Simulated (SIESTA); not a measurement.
Runs of SIESTA 5.4.2 on FeO. The structure is cubic, space group Fm-3m (No. 225). The conventional cell has a = 4.311 Å, b = 4.311 Å, c = 4.311 Å, α = 90.00°, β = 90.00°, γ = 90.00°. Fe (site symmetry m-3m) is surrounded by 6 O at 2.16 Å. O (site symmetry m-3m) has 6 Fe at 2.16 Å as nearest neighbours. 

```tsv
task	level	potentials or basis	spin	U	hubbard projector method	U from the first cycle	gap on the mesh (eV)	pressure (GPa)	moment (μB)
single point	LDA+U	PseudoDojo 0.4 standard (LDA files), DZ (energy shift 0.002 Ry)	collinear, ferromagnetic start	Fe d U = 6 eV	1	yes	none	-13.5	4.00
band structure	LDA+U	PseudoDojo 0.4 standard (LDA files), DZP (energy shift 0.002 Ry)	collinear, ferromagnetic start	Fe d U = 4.5 eV	1	-	none	(a)	4.00
single point	LDA	PseudoDojo 0.4 standard (LDA files), DZP (energy shift 0.002 Ry)	collinear, ferromagnetic start	-	-	-	none	-14.6	4.00
band structure	PBE+U	PseudoDojo 0.4 standard (PBE files), DZP (energy shift 0.002 Ry)	collinear, random start	Fe d U = 4 eV	2	yes	none	3.0	4.00
```

Alike in all rows: cell as given; k mesh 9 × 9 × 9; smearing fermi-dirac 0.05 eV; grid cutoff 800 Ry; energy shift 0.002 Ry.

Problem. Estimate the missing entries.

Solution. (a) -10.7.

Caveats: semicore shells carry a single zeta, which can move pressures by several GPa and volumes by a few percent; the basis of atomic orbitals isn't converged, which shifts pressures, moduli and gaps; a cell with one magnetic atom can't hold antiferromagnetic order, which such compounds often take; the basis has no polarisation orbitals (some runs); semilocal functionals often make such compounds metallic where correlation or magnetic order opens a gap, which also shifts bond lengths (some runs).

A gap of «none» marks a metal or a gap under the smearing width.
